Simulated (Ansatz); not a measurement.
# linear Te chain under tension and compression, part 2 of 2

Aim: how do moment and conductance of the linear Te chain follow its length?

Ansatz 0.2.0; DFT PBE, plane waves, PAW; relaxation of a chain's period (the session's first sound run).

So far, conductance of the lead as this run defines it (G₀): step 3 (the chain at a fixed length, period over the relaxed period …) 3.00.

## (4) The chain at a fixed length, period over the relaxed period 0.92, k-mesh 1×1×32

Level of this step: DFT PBE, plane waves, PAW; channels and complex bands of a perfect chain (Ansatz).

The period is set to 0.92 times the relaxed one: shorter bonds widen the bands.

The cell differs from the one that the last finished run ended in (c 2.422 → 2.532 Å).

File input.yaml:

```yaml
crystal:
  lattice:
    - [7.5, 0.0, 0.0]
    - [0.0, 7.5, 0.0]
    - [0.0, 0.0, 2.5323218798]
  atoms:
    - { symbol: Te, position: [0.5, 0.5, 0.0], spin: 0.3 }
magnetization:
  spin_polarized: true
kpoints:
  mp_grid: { grid: [1, 1, 32] }
scf:
  occupations: { method: fermi_dirac, width: 0.05 }
hamiltonian:
  xc: pbe
output:
  transmission:
    e_range: [-2, 2]
    de: 0.035
    kmesh: [1, 1]
    reduced_basis: true
    leads: [[0, 0]]
  stress: true
```

The run is started by

```
$ ansatz run input.yaml --threads 4 --pin off --max-ram 8192MiB --backend cpu --events-out ev --progress --plain --runs-dir out
```

Numbers of over 12 decimals in the logs are rounded to 6 here.

What it wrote:

```text
[...]
Crystal: 1 atoms, lattice volume = 142.443 Å³
Basis set: ecut = 420 eV, 2777 PW (Γ)
Bands: 13, of which v1, the nominal top of the filled ones, is band 8 counted from 1 (7 counted from 0)
Symmetry: 16 space group operations
[...]
k-points: 17 of 32
[...]
Starting moments: Σ|m| = 0.3 μB on 1 of 1 site
[...]
--- Transmission ---
  basis      : 497 plane waves across, 4 finite elements along
  points     : 1, standing for a mesh of 1 x 1
[...]
crystal 0  : Te1, at the sites [0, 0], period 2.5323 Å: whole cells are its period
[...]
filled         : 100.2 meV under the level at which it is neutral
    channels       : 3.000000e0 up, 3.000000e0 down
[...]
[key lines of the parts left out:]
SCF converged after 13 iterations
Magnetization: 0.0000 μB (8.0000 up, 8.0000 down)
Free energy (F): -6979.006788 eV
Fermi energy:    -1.593614 eV
P = ⅓ Tr σ = 3.0440 GPa (30.440 kbar)
```

Elapsed: 66 s, on 4 threads of Intel Xeon Platinum 8488C (Sapphire Rapids), shared host; peak memory 0.53 GiB; 2 min of CPU time.

At the computed energy nearest the Fermi level there are 3 spin-up and 3 spin-down channels, and the thermal average gives 3.00 G₀.

## (5) At a set period, period over the relaxed period 0.96, k-mesh 1×1×31

The period is set to 0.96 times the relaxed one: shorter bonds widen the bands.

The cell differs from the one that the last finished run ended in (c 2.532 → 2.642 Å).

Changes to input.yaml since step 4:

```diff
@@ -4,3 +4,3 @@
     - [0.0, 7.5, 0.0]
-    - [0.0, 0.0, 2.5323218798]
+    - [0.0, 0.0, 2.6424228311]
   atoms:
@@ -10,3 +10,3 @@
 kpoints:
-  mp_grid: { grid: [1, 1, 32] }
+  mp_grid: { grid: [1, 1, 31] }
 scf:
```

What it wrote:

```text
[...]
Crystal: 1 atoms, lattice volume = 148.636 Å³
Basis set: ecut = 420 eV, 2929 PW (Γ)
Bands: 13, of which v1, the nominal top of the filled ones, is band 8 counted from 1 (7 counted from 0)
Symmetry: 16 space group operations
[...]
k-points: 16 of 31
[...]
Starting moments: Σ|m| = 0.3 μB on 1 of 1 site
[...]
--- Transmission ---
  basis      : 497 plane waves across, 4 finite elements along
  points     : 1, standing for a mesh of 1 x 1
[...]
crystal 0  : Te1, at the sites [0, 0], period 2.6424 Å: whole cells are its period
[...]
filled         : 50.5 meV over the level at which it is neutral
    channels       : 3.000000e0 up, 3.000000e0 down
[...]
[key lines of the parts left out:]
SCF converged after 13 iterations
Magnetization: 0.0000 μB (8.0000 up, 8.0000 down)
Free energy (F): -6979.235852 eV
Fermi energy:    -1.843840 eV
P = ⅓ Tr σ = 1.2007 GPa (12.007 kbar)
```

Elapsed: 65 s, on 4 threads; peak memory 0.53 GiB; 2 min of CPU time.

At the computed energy nearest the Fermi level there are 3 spin-up and 3 spin-down channels, and the thermal average gives 3.00 G₀.

## (6) The chain at a fixed length, period over the relaxed period 1, k-mesh 1×1×30

The period is set to 1.0 times the relaxed one, as the point of reference.

Changes to input.yaml since step 5:

```diff
@@ -4,3 +4,3 @@
     - [0.0, 7.5, 0.0]
-    - [0.0, 0.0, 2.6424228311]
+    - [0.0, 0.0, 2.7525237824]
   atoms:
@@ -10,3 +10,3 @@
 kpoints:
-  mp_grid: { grid: [1, 1, 31] }
+  mp_grid: { grid: [1, 1, 30] }
 scf:
```

What it wrote:

```text
[...]
Crystal: 1 atoms, lattice volume = 154.829 Å³
Basis set: ecut = 420 eV, 3089 PW (Γ)
Bands: 13, of which v1, the nominal top of the filled ones, is band 8 counted from 1 (7 counted from 0)
Symmetry: 16 space group operations
[...]
k-points: 16 of 30
[...]
Starting moments: Σ|m| = 0.3 μB on 1 of 1 site
[...]
--- Transmission ---
  basis      : 497 plane waves across, 4 finite elements along
  points     : 1, standing for a mesh of 1 x 1
[...]
crystal 0  : Te1, at the sites [0, 0], period 2.7525 Å: whole cells are its period
[...]
filled         : 61.4 meV under the level at which it is neutral
    channels       : 3.000000e0 up, 3.000000e0 down
[...]
[key lines of the parts left out:]
SCF converged after 13 iterations
Magnetization: 0.0000 μB (8.0000 up, 8.0000 down)
Free energy (F): -6979.310277 eV
Fermi energy:    -2.232784 eV
P = ⅓ Tr σ = 0.2734 GPa (2.734 kbar)
```

The job ended after 52 s (4 threads; peak memory 0.49 GiB).

At the computed energy nearest the Fermi level there are 3 spin-up and 3 spin-down channels, and the thermal average gives 3.00 G₀.

## (7) The chain at a fixed length, period over the relaxed period 1.04, k-mesh 1×1×28

The period is set to 1.04 times the relaxed one: longer bonds narrow the bands.

The cell differs from the one that the last finished run ended in (c 2.753 → 2.863 Å).

Changes to input.yaml since step 6:

```diff
@@ -4,3 +4,3 @@
     - [0.0, 7.5, 0.0]
-    - [0.0, 0.0, 2.7525237824]
+    - [0.0, 0.0, 2.8626247337]
   atoms:
@@ -10,3 +10,3 @@
 kpoints:
-  mp_grid: { grid: [1, 1, 30] }
+  mp_grid: { grid: [1, 1, 28] }
 scf:
```

What it wrote:

```text
[...]
Crystal: 1 atoms, lattice volume = 161.023 Å³
Basis set: ecut = 420 eV, 3145 PW (Γ)
Bands: 13, of which v1, the nominal top of the filled ones, is band 8 counted from 1 (7 counted from 0)
Symmetry: 16 space group operations
[...]
k-points: 15 of 28
[...]
Starting moments: Σ|m| = 0.3 μB on 1 of 1 site
[...]
--- Transmission ---
  basis      : 497 plane waves across, 4 finite elements along
  points     : 1, standing for a mesh of 1 x 1
[...]
crystal 0  : Te1, at the sites [0, 0], period 2.8626 Å: whole cells are its period
[...]
filled         : 18.7 meV under the level at which it is neutral
    channels       : 3.000000e0 up, 3.000000e0 down
[...]
[key lines of the parts left out:]
SCF converged after 14 iterations
Magnetization: -0.0000 μB (8.0000 up, 8.0000 down)
Free energy (F): -6979.268928 eV
Fermi energy:    -2.471390 eV
P = ⅓ Tr σ = -0.4941 GPa (-4.941 kbar)
```

The job ended after 40 s (4 threads; peak memory 0.45 GiB).

At the computed energy nearest the Fermi level there are 3 spin-up and 3 spin-down channels, and the thermal average gives 3.00 G₀. The change of length costs 0.043 eV a cell and leaves no moment.

## (8) The chain at a fixed length, period over the relaxed period 1.08, k-mesh 1×1×27

The period is set to 1.08 times the relaxed one: longer bonds narrow the bands.

The cell differs from the one that the last finished run ended in (c 2.863 → 2.973 Å).

Changes to input.yaml since step 7:

```diff
@@ -4,3 +4,3 @@
     - [0.0, 7.5, 0.0]
-    - [0.0, 0.0, 2.8626247337]
+    - [0.0, 0.0, 2.972725685]
   atoms:
@@ -10,3 +10,3 @@
 kpoints:
-  mp_grid: { grid: [1, 1, 28] }
+  mp_grid: { grid: [1, 1, 27] }
 scf:
```

What it wrote:

```text
[...]
Crystal: 1 atoms, lattice volume = 167.216 Å³
Basis set: ecut = 420 eV, 3265 PW (Γ)
Bands: 13, of which v1, the nominal top of the filled ones, is band 8 counted from 1 (7 counted from 0)
Symmetry: 16 space group operations
[...]
k-points: 14 of 27
[...]
Starting moments: Σ|m| = 0.3 μB on 1 of 1 site
[...]
--- Transmission ---
  basis      : 497 plane waves across, 4 finite elements along
  points     : 1, standing for a mesh of 1 x 1
[...]
crystal 0  : Te1, at the sites [0, 0], period 2.9727 Å: whole cells are its period
[...]
filled         : 3.5 meV under the level at which it is neutral
    channels       : 3.000000e0 up, 3.000000e0 down
[...]
[key lines of the parts left out:]
SCF converged after 13 iterations
Magnetization: 0.0000 μB (8.0000 up, 8.0000 down)
Free energy (F): -6979.179471 eV
Fermi energy:    -2.690377 eV
P = ⅓ Tr σ = -0.9586 GPa (-9.586 kbar)
```

It took 41 s on 4 threads; peak memory 0.43 GiB; 75 s of CPU time.

At the computed energy nearest the Fermi level there are 3 spin-up and 3 spin-down channels, and the thermal average gives 3.00 G₀. The change of length costs 0.132 eV a cell and leaves no moment.

## (9) At a set period, period over the relaxed period 1.13, k-mesh 1×1×26

The period is set to 1.13 times the relaxed one: longer bonds narrow the bands.

The cell differs from the one that the last finished run ended in (c 2.973 → 3.110 Å).

Changes to input.yaml since step 8:

```diff
@@ -4,3 +4,3 @@
     - [0.0, 7.5, 0.0]
-    - [0.0, 0.0, 2.972725685]
+    - [0.0, 0.0, 3.1103518741]
   atoms:
@@ -10,3 +10,3 @@
 kpoints:
-  mp_grid: { grid: [1, 1, 27] }
+  mp_grid: { grid: [1, 1, 26] }
 scf:
```

What it wrote:

```text
[...]
Crystal: 1 atoms, lattice volume = 174.957 Å³
Basis set: ecut = 420 eV, 3435 PW (Γ)
Bands: 13, of which v1, the nominal top of the filled ones, is band 8 counted from 1 (7 counted from 0)
Symmetry: 16 space group operations
[...]
k-points: 14 of 26
[...]
Starting moments: Σ|m| = 0.3 μB on 1 of 1 site
[...]
--- Transmission ---
  basis      : 497 plane waves across, 4 finite elements along
  points     : 1, standing for a mesh of 1 x 1
[...]
crystal 0  : Te1, at the sites [0, 0], period 3.1104 Å: whole cells are its period
[...]
filled         : 14.9 meV over the level at which it is neutral
    channels       : 3.000000e0 up, 3.000000e0 down
[...]
[key lines of the parts left out:]
SCF converged after 14 iterations
Magnetization: -0.0000 μB (8.0000 up, 8.0000 down)
Free energy (F): -6978.990757 eV
Fermi energy:    -2.931534 eV
P = ⅓ Tr σ = -1.2817 GPa (-12.817 kbar)
```

It took 40 s on 4 threads; peak memory 0.45 GiB.

At the computed energy nearest the Fermi level there are 3 spin-up and 3 spin-down channels, and the thermal average gives 3.00 G₀. The change of length costs 0.323 eV a cell and leaves no moment.

## (10) At a set period, period over the relaxed period 1.2, k-mesh 1×1×25

The period is set to 1.2 times the relaxed one: longer bonds narrow the bands.

The cell differs from the one that the last finished run ended in (c 3.110 → 3.303 Å).

Changes to input.yaml since step 9:

```diff
@@ -4,3 +4,3 @@
     - [0.0, 7.5, 0.0]
-    - [0.0, 0.0, 3.1103518741]
+    - [0.0, 0.0, 3.3030285389]
   atoms:
@@ -10,3 +10,3 @@
 kpoints:
-  mp_grid: { grid: [1, 1, 26] }
+  mp_grid: { grid: [1, 1, 25] }
 scf:
```

What it wrote:

```text
[...]
Crystal: 1 atoms, lattice volume = 185.795 Å³
Basis set: ecut = 420 eV, 3675 PW (Γ)
Bands: 13, of which v1, the nominal top of the filled ones, is band 8 counted from 1 (7 counted from 0)
Symmetry: 16 space group operations
[...]
k-points: 13 of 25
[...]
Starting moments: Σ|m| = 0.3 μB on 1 of 1 site
[...]
--- Transmission ---
  basis      : 497 plane waves across, 5 finite elements along
  points     : 1, standing for a mesh of 1 x 1
[...]
crystal 0  : Te1, at the sites [0, 0], period 3.3030 Å: whole cells are its period
[...]
filled         : 15.4 meV under the level at which it is neutral
    channels       : 3.000000e0 up, 3.000000e0 down
[...]
[key lines of the parts left out:]
SCF converged after 15 iterations
Magnetization: -0.0002 μB (7.9999 up, 8.0001 down)
Free energy (F): -6978.703187 eV
Fermi energy:    -3.233794 eV
P = ⅓ Tr σ = -1.3794 GPa (-13.794 kbar)
```

Run time: 48 s. Hardware: 4 threads; peak memory 0.46 GiB.

At the computed energy nearest the Fermi level there are 3 spin-up and 3 spin-down channels, and the thermal average gives 3.00 G₀. The change of length costs 0.612 eV a cell and leaves no moment.

## (11) The chain at a fixed length, period over the relaxed period 1.3, k-mesh 1×1×23

The period is set to 1.3 times the relaxed one: longer bonds narrow the bands.

The cell differs from the one that the last finished run ended in (c 3.303 → 3.578 Å).

Changes to input.yaml since step 10:

```diff
@@ -4,3 +4,3 @@
     - [0.0, 7.5, 0.0]
-    - [0.0, 0.0, 3.3030285389]
+    - [0.0, 0.0, 3.5782809171]
   atoms:
@@ -10,3 +10,3 @@
 kpoints:
-  mp_grid: { grid: [1, 1, 25] }
+  mp_grid: { grid: [1, 1, 23] }
 scf:
```

What it wrote:

```text
[...]
Crystal: 1 atoms, lattice volume = 201.278 Å³
Basis set: ecut = 420 eV, 3923 PW (Γ)
Bands: 13, of which v1, the nominal top of the filled ones, is band 8 counted from 1 (7 counted from 0)
Symmetry: 16 space group operations
[...]
k-points: 12 of 23
[...]
Starting moments: Σ|m| = 0.3 μB on 1 of 1 site
[...]
--- Transmission ---
  basis      : 497 plane waves across, 5 finite elements along
  points     : 1, standing for a mesh of 1 x 1
[...]
crystal 0  : Te1, at the sites [0, 0], period 3.5783 Å: whole cells are its period
[...]
filled         : 17.0 meV over the level at which it is neutral
    channels       : 1.000000e0 up, 3.000000e0 down
[...]
[key lines of the parts left out:]
SCF converged after 19 iterations
Magnetization: 1.2182 μB (8.6091 up, 7.3909 down)
Free energy (F): -6978.361806 eV
Fermi energy:    -3.374421 eV
P = ⅓ Tr σ = -1.0017 GPa (-10.017 kbar)
```

Elapsed: 47 s, on 4 threads; peak memory 0.47 GiB.

At the computed energy nearest the Fermi level there are 1 spin-up and 3 spin-down channels, and the thermal average gives 2.00 G₀. The change of length costs 0.951 eV a cell and leaves an absolute moment of 1.22 μB a cell.

Between step 3 and this run (period over the relaxed period 1.3 and k-mesh 1×1×23) the value for the conductance of the lead as this run defines it moves from 3.00 G₀ to 2.00 G₀ (-33 %).

## (12) Side by side

Times are for 4 threads of Intel Xeon Platinum 8488C (Sapphire Rapids), shared host. Results by setting:

```csv
no.,period over the relaxed period,conductance of the lead as this run defines it (G₀),absolute moment (μB),energy at zero smearing less the lowest (eV),time,memory (GiB)
1,0.88,3.000,0,0.7631,53 s,0.49
2,0.92,3.000,0,0.3036,66 s,0.53
3,0.96,3.000,0,0.07517,65 s,0.53
4,1,3.000,0,0,52 s,0.49
5,1.04,3.000,0,0.04266,40 s,0.45
6,1.08,3.000,0,0.1324,41 s,0.43
7,1.13,3.000,0,0.3234,40 s,0.45
8,1.2,3.000,0,0.6118,48 s,0.46
9,1.3,2.000,1.221,0.9512,47 s,0.47
```

## (13) A varied input

This step: DFT lc_wpbe, plane waves, PAW; channels and complex bands of a perfect chain; changed: hamiltonian.xc = "lc_wpbe" (Ansatz 0.2.0).

The atoms of the run at the relaxed period are kept and the input is varied, to see whether the result depends on it.

input.yaml, the sections that differ from step 11:

```yaml
crystal:
  lattice:
    - [7.5, 0.0, 0.0]
    - [0.0, 7.5, 0.0]
    - [0.0, 0.0, 2.7525237824]
  atoms:
    - { symbol: Te, position: [0.5, 0.5, 0.0], spin: 0.3 }
kpoints:
  mp_grid: { grid: [1, 1, 30] }
hamiltonian:
  xc: lc_wpbe
# magnetization, scf, output: as in step 11
```

What it wrote:

```text
Error: output.transmission: <on plane waves> with hamiltonian.xc: <hybrid> with hamiltonian.pseudopotentials.kind: paw|paw_fr|all_electron — under exact exchange what passes the junction is read from bands, and no reading beside the setting named last has been compared with one without it; use kind: nc (spin-orbit decks: nc_fr) or a semilocal functional
```

Elapsed: 0.04 s, on 4 threads; peak memory 0.06 GiB.

The program refused the input before any cycle.

The program's message: “Error: output.transmission: <on plane waves> with hamiltonian.xc: <hybrid> with hamiltonian.pseudopotentials.kind: paw|paw_fr|all_electron — under exact exchange what passes the junction is read from …”

## (14) What came out

```
relaxed cell length              : 2.753 Å
conductance at period × 0.88     : 3.00 G₀
conductance at period × 1.0      : 3.00 G₀
conductance at period × 1.13     : 3.00 G₀
conductance at period × 1.3      : 2.00 G₀
absolute moment at period × 0.88 : 0 μB
absolute moment at period × 1.0  : 0 μB
absolute moment at period × 1.3  : 1.22 μB
```

**Reading.** In these runs no moment survives at the shortest period, and one is present from a factor of 1.3 on: longer bonds narrow the bands, which favours exchange splitting. The conductance goes from 3.00 G₀ at the shortest period to 2.00 G₀ at the longest, while the magnetic state changes too. Transport is coherent and elastic here: the atoms are frozen, so scattering by vibrations plays no part. Spin-orbit coupling is left out, which matters for the bands of heavy atoms. No search over magnetic orders was made; another may lie lower. For the perfect chain only parallel moments were started; its antiparallel and spiral orders were not tested. The lead's cell of one atom keeps the chain straight and evenly spaced; a zigzag or dimerised form may lie lower.

[Logs are printed without paths, hosts, clocks, repeated set-up lines and the standing remarks that a program may print on its own settings, such as how far it seeks lower states.]

[Hosts, paths, dates, database ids (printed as entryN), source tags and the programs' standing remarks are cut or masked in the printed files.]
